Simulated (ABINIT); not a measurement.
The system is Ag.

```
CELL_PARAMETERS angstrom
0.00000 2.04275 2.04275
2.04275 0.00000 2.04275
2.04275 2.04275 0.00000
ATOMIC_POSITIONS crystal
Ag 0.00000 0.00000 0.00000
```

Base run:

```yaml
Program: ABINIT 10.8.3 (patched build)
Functional: WC
Potentials_or_basis: JTH PAW PBE v2.0
Cutoff: 463 eV
k_mesh: 11 × 11 × 11
Occupations: fermi-dirac, width 0.05 eV
Spin: no spin polarisation
```

Its results: band gap on the k mesh none (metal or under the smearing width); pressure -2.3 GPa.

The run is repeated on the same cell with these changes: functional from WC to BLYP. What comes out?

Band gap on the k mesh none (metal or under the smearing width); pressure 12.0 GPa.

BLYP binds less tightly than WC, so the same cell stands under more pressure.

Caveats: the PAW data sets were made with another functional, which shifts forces and pressure a little.
